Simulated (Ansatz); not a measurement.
SnO2 on the sites of tetragonal HfO2 (relaxed group P4_2/nmc) was relaxed with 3 functionals in the plane-wave code Ansatz, cell and atoms free, the symmetry of the start kept (meshes: PBE 8×8×6, r2SCAN 6×6×4, PBEsol 6×6×4). Simulation only: spin-unpolarised, and no claim that this is the phase found in nature.

The r2SCAN result:
```
Sn O
1.0
     3.54901    0.00000    0.00000
     0.00000    3.54901    0.00000
     0.00000    0.00000    5.42926
Sn O
2 4
Cartesian
  1.7745 1.7745 2.7146
  0.0000 0.0000 0.0000
  0.0000 1.7745 3.6764
  1.7745 0.0000 4.4675
  1.7745 0.0000 1.7528
  0.0000 1.7745 0.9618
```

The symmetry is P4_2/nmc (No. 137, tetragonal); conventional cell a = 3.549 Å, c = 5.429 Å, 11.40 Å³ an atom. Around Sn lie 8 O at 2.02–2.49 Å; around O lie 4 Sn at 2.02–2.49 Å.

Q: What lattice does PBEsol give?

A: a = 3.558 Å, c = 5.403 Å; the volume differs by 0.0 % from r2SCAN's. Around Sn lie 8 O at 2.03–2.47 Å; around O lie 4 Sn at 2.03–2.47 Å.

Q: How does the cell change with PBE?

A: a = 3.593 Å, c = 5.532 Å; the volume differs by +4.4 % from r2SCAN's. Sn is surrounded by 8 O at 2.05–2.53 Å; O is surrounded by 4 Sn at 2.05–2.53 Å.

Q: Held at the r2SCAN cell, what mean stress does PBE find, and does its sign point to its own minimum?

A: Yes. PBE +8.27 GPa, and its relaxed volume is +4.4 % from r2SCAN's. Compression counts positive, so a positive stress asks for a larger cell.
